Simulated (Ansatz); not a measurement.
**InP under compression and expansion**

Space group Fm-3m (No. 225). a = 5.541 Å, b = 5.541 Å, c = 5.541 Å, α = 90.00°, β = 90.00°, γ = 90.00°
```csv
atom,site,symmetry,x,y,z
In,4a,m-3m,0.0000,0.0000,0.0000
P,4b,m-3m,0.5000,0.0000,0.0000
```

The runs use the primitive cell with vectors (0.000, 2.771, 2.771), (2.771, 0.000, 2.771), (2.771, 2.771, 0.000) Å, to which the k mesh refers.

The cell was built from the rocksalt type and relaxed in the same program, and has space group Fm-3m; it needn't be a known or the stable phase.

Spin–orbit coupling is left out, though it moves levels of the heavy atoms by tenths of an eV or more.

Levels of theory: DFT, PBE, all-electron LAPW, scalar-relativistic (Ansatz 0.2.0); DFT, PBE, PAW with Ansatz's default frozen-core files, scalar-relativistic (Ansatz 0.2.0).

For LAPW: a Γ-centred 14×14×14 k mesh, Fermi–Dirac smearing of 0.08 eV, basis error target 0.5 meV/atom, no spin polarisation. PAW takes a cutoff of 420 eV at this cell. The Ansatz runs share mesh, smearing and spin set-up. Plane-wave (PAW) pressures include the program's estimate of the Pulay term.

The cell above is scaled evenly, with fractional coordinates and shape held.

Estimate the equilibrium volume and bulk modulus that full-potential LAPW gives for this fixed shape.

V0 = 21.27 Å³/atom, B0 = 73 GPa, B0′ = 4.9, from a third-order Birch–Murnaghan fit to these pressures:
```tsv
V/V(cell)	V (Å³/atom)	P, LAPW (GPa)	P, PAW (GPa)
0.9405	20.001	5.23	5.23
0.9800	20.841	1.57	1.56
1.0000	21.267	0.01	0.00
1.0200	21.692	-1.37	-1.38
1.0600	22.543	-3.69	-3.70
```

PAW's V0 lies -0.01 % from the all-electron value and its B0 0.1 %. Symmetry fixes shape and coordinates here, so this is the relaxed modulus.
